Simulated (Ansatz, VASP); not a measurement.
# Bi: VASP beside Ansatz

```xyz
1
Lattice="-1.9814 1.9814 1.9814 1.9814 -1.9814 1.9814 1.9814 1.9814 -1.9814" Properties=species:S:1:pos:R:3 pbc="T T T"
Bi    0.0000    0.0000    0.0000
```

This isn't the form of Bi at room conditions, which is rhombohedral.

Alike in both runs: task relaxation of cell and atoms; functional PBEsol; dispersion D3(BJ); k mesh 9 × 9 × 9; occupations fermi-dirac, width 0.05 eV; no spin polarisation.

|  | VASP | Ansatz |
| --- | --- | --- |
| version | VASP 6.6.1 | Ansatz 0.2.0 |
| potentials or method | VASP PAW PBE potentials, release 64 (Bi_d), cutoff 600 eV | all-electron LAPW, scalar-relativistic |

VASP gave:

| Property | Result |
| --- | --- |
| relaxed volume (Å³/atom) | 28.54 |
| relaxed cell length with the largest relative difference (Å) | 3.334 |
| energy change over the relaxation (meV/atom) | -42 |

Estimate Ansatz's values.

relaxed volume (Å³/atom): 28.53; relaxed cell length with the largest relative difference (Å): 3.334; energy change over the relaxation (meV/atom): -41.

Ansatz ran all-electron here, so the differences hold the error of VASP's frozen core and of both bases.

Caveats: the PAW data sets were made with another functional, which shifts forces and pressure a little (VASP); pairwise dispersion overbinds metals, which lowers pressure and volume (VASP).
